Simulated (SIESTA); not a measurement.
MoS2 in SIESTA: the effect of functional

MoS2:

```xyz
3
Lattice="1.5800 0.9122 6.1500 -1.5800 0.9122 6.1500 0.0000 -1.8244 6.1500" Properties=species:S:1:pos:R:3 pbc="T T T"
Mo    0.0000    0.0000    0.0000
S     0.0000    0.0000    7.6936
S     0.0000    0.0000    4.6125
```

Measurements of this composition are mostly on another form, of space group No. 194.

Alike in all runs:

| Property | Result |
| --- | --- |
| Program | SIESTA 5.4.2 |
| Task | band structure |
| Basis | DZP (energy shift 0.003 Ry; two zetas on semicore shells) |
| Grid cutoff | 800 Ry |
| Energy shift | 0.003 Ry |
| k mesh | 10 × 10 × 10 |
| Occupations | fermi-dirac, width 0.05 eV |
| Spin | no spin polarisation |

```tsv
functional	potentials or basis	gap on the mesh (eV)	pressure (GPa)	largest force (eV/Å)
PBE	PseudoDojo 0.4 standard (PBE files)	1.01	8.3	0.96
LDA	PseudoDojo 0.4 standard (LDA files)	?	?	?
PBEsol	PseudoDojo 0.4 standard (PBEsol files)	0.97	3.4	0.71
```

**Question.** What does the run with functional LDA give?

**Answer.** gap on the mesh 0.94 eV; pressure 0.6 GPa; largest force 0.53 eV/Å.

Caveats: the basis of atomic orbitals isn't converged, which shifts pressures, moduli and gaps.

A k mesh can miss the band edges.
